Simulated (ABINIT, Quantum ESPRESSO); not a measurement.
A Quantum ESPRESSO input for a self-consistent single point of GeO2 (P4_2/mnm, 6 atoms in the cell) (DFT, PBE, plane waves, GBRV 1.5 ultrasoft (PBE) pseudopotentials):

```fortran
&CONTROL
  calculation = 'scf'
  prefix = 'pwscf'
  outdir = './tmp'
  pseudo_dir = './'
  tprnfor = .true.
  tstress = .true.
/
&SYSTEM
  ibrav = 0
  nat = 6
  ntyp = 2
  ecutwfc = 50
  ecutrho = 250
  occupations = 'smearing'
  smearing = 'fd'
  degauss = 0.0036749
/
&ELECTRONS
  conv_thr = 1e-10
/
ATOMIC_SPECIES
Ge    72.6300  ge_pbe_v1.4.uspp.F.UPF
O     15.9990  o_pbe_v1.2.uspp.F.UPF
ATOMIC_POSITIONS {crystal}
Ge    0.5000000000    0.5000000000    0.5000000000
Ge    0.0000000000    0.0000000000    0.0000000000
O     0.6942300000    0.6942300000    0.0000000000
O     0.3057700000    0.3057700000    0.0000000000
O     0.8057700000    0.1942300000    0.5000000000
O     0.1942300000    0.8057700000    0.5000000000
K_POINTS {automatic}
7 7 10  0 0 0
CELL_PARAMETERS {angstrom}
   4.3894750000     0.0000000000     0.0000000000
   0.0000000000     4.3894750000     0.0000000000
   0.0000000000     0.0000000000     2.8615520000
```

Question: Give the ABINIT input for the same structure, mesh, smearing and functional.

Answer: One input that does it (others would too):

```
# GeO2, PseudoDojo nc-sr-05 PBE standard
pp_dirpath "./"
pseudos "Ge.upf, O.upf"
acell 3*1.0 Angstrom
rprim
         4.3894750000    0.0000000000    0.0000000000
         0.0000000000    4.3894750000    0.0000000000
         0.0000000000    0.0000000000    2.8615520000
natom 6
ntypat 2
znucl 32 8
typat 1 1 2 2 2 2
xred
         0.5000000000    0.5000000000    0.5000000000
         0.0000000000    0.0000000000    0.0000000000
         0.6942300000    0.6942300000    0.0000000000
         0.3057700000    0.3057700000    0.0000000000
         0.8057700000    0.1942300000    0.5000000000
         0.1942300000    0.8057700000    0.5000000000
ecut 42
occopt 3
tsmear 0.00183747
nband 34
kptopt 1
ngkpt 7 7 10
nshiftk 1
shiftk 0 0 0
nstep 60
tolvrs 1.0e-11
prtwf 0
prtden 0
enunit 2
```

Basis settings and potentials, where a program has them, do not carry over. This input uses DFT, PBE, plane waves, norm-conserving pseudopotentials (PseudoDojo nc-sr-05 PBE standard).

The starting cell comes from a database of computed structures (which also holds hypothetical and non-ambient phases and stackings), without a prior relaxation at this level. Its lattice was rescaled by a random factor within 2.5 % of one.
